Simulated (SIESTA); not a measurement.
Runs of SIESTA 5.4.2 on Sb. Symmetry: R-3m, No. 166, trigonal system. Conventional cell: a = 4.308 Å, b = 4.308 Å, c = 11.274 Å, α = 90.00°, β = 90.00°, γ = 120.00°. Sb (site symmetry 3m) has 3 Sb at 2.91 Å as nearest neighbours. 

```csv
level,potentials or basis,gap on the mesh (eV),pressure (GPa),largest force (eV/Å)
PBE,"PseudoDojo 0.4 standard (PBE files), DZP (energy shift 0.003 Ry; two zetas on semicore shells)",none,3.6,0.38
RPBE,"PseudoDojo 0.4 standard (PBE files), DZP (energy shift 0.003 Ry; two zetas on semicore shells)",none,(c),0.40
PBEsol,"PseudoDojo 0.4 standard (PBEsol files), DZP (energy shift 0.003 Ry; two zetas on semicore shells)",none,0.9,0.32
AM05,"PseudoDojo 0.4 standard (PBEsol files), DZP (energy shift 0.003 Ry; two zetas on semicore shells)",none,0.9,0.28
BLYP,"PseudoDojo 0.4 standard (PBE files), DZP (energy shift 0.003 Ry; two zetas on semicore shells)",none,7.9,0.36
revPBE,"PseudoDojo 0.4 standard (PBE files), DZP (energy shift 0.003 Ry; two zetas on semicore shells)",none,(a),0.40
PW91,"PseudoDojo 0.4 standard (PBE files), DZP (energy shift 0.003 Ry; two zetas on semicore shells)",none,3.7,0.36
WC,"PseudoDojo 0.4 standard (PBEsol files), DZP (energy shift 0.003 Ry; two zetas on semicore shells)",none,1.1,0.34
LDA,"PseudoDojo 0.4 standard (LDA files), DZP (energy shift 0.003 Ry; two zetas on semicore shells)",none,-0.3,(b)
```

Alike in all rows: task band structure; no spin polarisation; cell as given; k mesh 8 × 8 × 8; smearing fermi-dirac 0.05 eV; grid cutoff 500 Ry; energy shift 0.003 Ry.

Estimate the missing entries.

(a) 4.6; (b) 0.23; (c) 4.9.

Caveats: spin-orbit coupling is left out, which moves the levels of the heavy elements; the basis of atomic orbitals isn't converged, which shifts pressures, moduli and gaps; the potentials were made for another functional, which shifts forces and pressure (some runs).

A k mesh can miss the band edges, and the runs leave out spin-orbit coupling on Sb.

A gap of «none» marks a metal or a gap under the smearing width.
